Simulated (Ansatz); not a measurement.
## Sb: clamped-ion strain scan

Theory: Ansatz, DFT PBE+D3(BJ), scalar-relativistic, plane waves, PAW. The runs took a 420 eV cutoff, a Γ-centred 18×18×18 mesh and Gaussian smearing (0.15 eV). No spin polarisation. Energies are free energies at this smearing, counted from the undisturbed cell; pressure is positive in compression.

The starting cell (as given, not relaxed at this level; it stands at -1.3 GPa; this fcc form isn't the usual structure):

```
CELL_PARAMETERS angstrom
0.00000 2.37124 2.37124
2.37124 0.00000 2.37124
2.37124 2.37124 0.00000
ATOMIC_POSITIONS crystal
Sb 0.00000 0.00000 0.00000
```

The cell is strained by ε times the Voigt pattern (0, 1, 0, 0, 0, 0) (xx, yy, zz, yz, xz, xy; engineering shear) with fractional coordinates fixed. The cell is metallic on the mesh throughout.

```tsv
ε	ΔE (meV/atom)
-0.0200	-2.6
-0.0150	-2.3
-0.0100	-1.7
0.0000	0.0
0.0050	1.2
0.0100	2.5
0.0150	4.0
0.0200	5.8
```

Q: Predict the pressure (GPa) at each point.

A:
| ε | pressure (GPa) |
| --- | --- |
| -0.0200 | 0.0 |
| -0.0150 | -0.3 |
| -0.0100 | -0.7 |
| 0.0000 | -1.3 |
| 0.0050 | -1.6 |
| 0.0100 | -1.9 |
| 0.0150 | -2.1 |
| 0.0200 | -2.4 |